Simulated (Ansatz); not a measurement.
NaCl: short molecular dynamics at 1200 K

Computed with DFT PBEsol, scalar-relativistic, plane waves, PAW (Ansatz). Settings: plane waves to 420 eV, k-mesh 2×2×2 (shifted by 0.5, 0.5, 0.5 steps), Fermi–Dirac smearing 0.1 eV. The mesh is coarse. No spin polarisation.

16 atoms, starting at 1.04 times the perfect crystal's volume (space group Fm-3m, the cell as given, not relaxed at this level); constant energy, velocities drawn at 1200 K, fixed cell; 83 steps of 1.5 fs. The run is short and not equilibrated.

First frame:

```
Na Cl
1.0
     0.00000    5.73803   -5.73803
    -5.73803    0.00000   -5.73803
    -5.73803    5.73803    0.00000
Na Cl
8 8
Cartesian
  -2.8690 2.8690 -5.7380
  -2.8690 0.0000 -2.8690
  0.0000 2.8690 -2.8690
  0.0000 0.0000 0.0000
  -5.7380 5.7380 -5.7380
  -5.7380 2.8690 -2.8690
  -2.8690 5.7380 -2.8690
  -2.8690 2.8690 0.0000
  -5.7380 5.7380 -8.6070
  -5.7380 2.8690 -5.7380
  -2.8690 5.7380 -5.7380
  -2.8690 2.8690 -2.8690
  -8.6070 8.6070 -8.6070
  -8.6070 5.7380 -5.7380
  -5.7380 8.6070 -5.7380
  -5.7380 5.7380 -2.8690
```

| Quantity | Value |
| --- | --- |
| Mean temperature over the second half | 496 K |
| Mean pressure over the second half (kinetic part included) | -0.1 GPa |
| Mean potential energy above the perfect crystal (as given, at volume ratio 1; besides heat the difference comes from the volume, 4 % larger; its own run had another smearing, without effect beside its gap) | 92 meV/atom |
| Drift of the conserved energy over the run | 0.021 meV/atom |
| Mean-square drift of Cl from first to last step (mean shift of all atoms removed) | 0.08 Å² |
| Mean-square drift of Na from first to last step (mean shift of all atoms removed) | 0.14 Å² |

Pair distribution functions g(r), second half of the run, up to half the cell's height:

```
r (Å) Cl-Na Na-Na
 2.35    0.0    0.0
 2.45    0.1    0.0
 2.55    1.6    0.0
 2.65    4.7    0.0
 2.75    6.2    0.0
 2.85    4.3    0.0
 2.95    4.4    0.0
 3.05    1.4    0.0
 3.15    1.6    0.5
 3.25    1.2    0.2
```

Along the run (potential energy from its first value; pressure with the kinetic part):

| t (fs) | T (K) | ΔE_pot (meV/atom) | P (GPa) |
| --- | --- | --- | --- |
| 0.0 | 1200 | 0.0 | -0.9 |
| 4.5 | 1186 | 1.8 | -0.8 |
| 9.0 | 1142 | 7.1 | -0.8 |
| 13.5 | 1068 | 16.0 | -0.7 |
| 18.0 | 965 | 28.4 | -0.5 |
| 22.5 | 840 | 43.6 | -0.4 |
| 27.0 | 705 | 60.0 | -0.2 |
| 31.5 | 575 | 75.7 | 0.0 |
| 36.0 | 468 | 88.8 | 0.1 |
| 40.5 | 390 | 98.2 | 0.1 |
| 45.0 | 338 | 104.5 | 0.1 |
| 49.5 | 305 | 108.5 | 0.1 |
| 54.0 | 284 | 111.0 | 0.0 |
| 58.5 | 273 | 112.4 | 0.0 |
| 63.0 | 272 | 112.6 | -0.1 |
| 67.5 | 280 | 111.5 | -0.1 |
| 72.0 | 300 | 109.1 | -0.2 |
| 76.5 | 331 | 105.4 | -0.2 |
| 81.0 | 370 | 100.6 | -0.2 |
| 85.5 | 417 | 94.9 | -0.2 |
| 90.0 | 467 | 88.8 | -0.2 |
| 94.5 | 518 | 82.7 | -0.2 |
| 99.0 | 565 | 76.9 | -0.2 |
| 103.5 | 607 | 71.9 | -0.1 |
| 108.0 | 641 | 67.8 | -0.1 |
| 112.5 | 666 | 64.7 | -0.1 |
| 117.0 | 682 | 62.7 | 0.0 |
| 121.5 | 691 | 61.7 | 0.0 |

Cost: 1 run of about 4.5 core-minutes (earlier runs that led there not counted), on Intel Xeon 6975P-C (Granite Rapids) (shared hosts).